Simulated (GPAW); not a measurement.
SiC (Moissanite):

```
Si C
1.0
     3.07600    0.00000    0.00000
    -1.53800    2.66389    0.00000
     0.00000    0.00000    5.04800
Si C
2 2
Direct
  0.66667 0.33333 0.50000
  0.33333 0.66667 0.00000
  0.66667 0.33333 0.88500
  0.33333 0.66667 0.38500
```

Program: GPAW 26.7.0. Alike in all runs: task band structure; no spin polarisation; cell as given; k mesh 7 × 7 × 4; cutoff (eV) 800; smearing fermi-dirac 0.05 eV.

**Question.** Order these runs on this cell by their pressure, lowest first.
A. level LDA; potentials or basis the program's PAW data sets (release 1.2.1) made for this functional, pw; band points 80
B. level PBEsol; potentials or basis PAW data sets generated in the run's folder for this functional, pw; band points 60
C. level revPBE; potentials or basis the program's PAW data sets (release 1.2.1) made for this functional, pw; band points 100

**Answer.** A (-2.8 GPa), B (1.5 GPa), C (7.4 GPa).
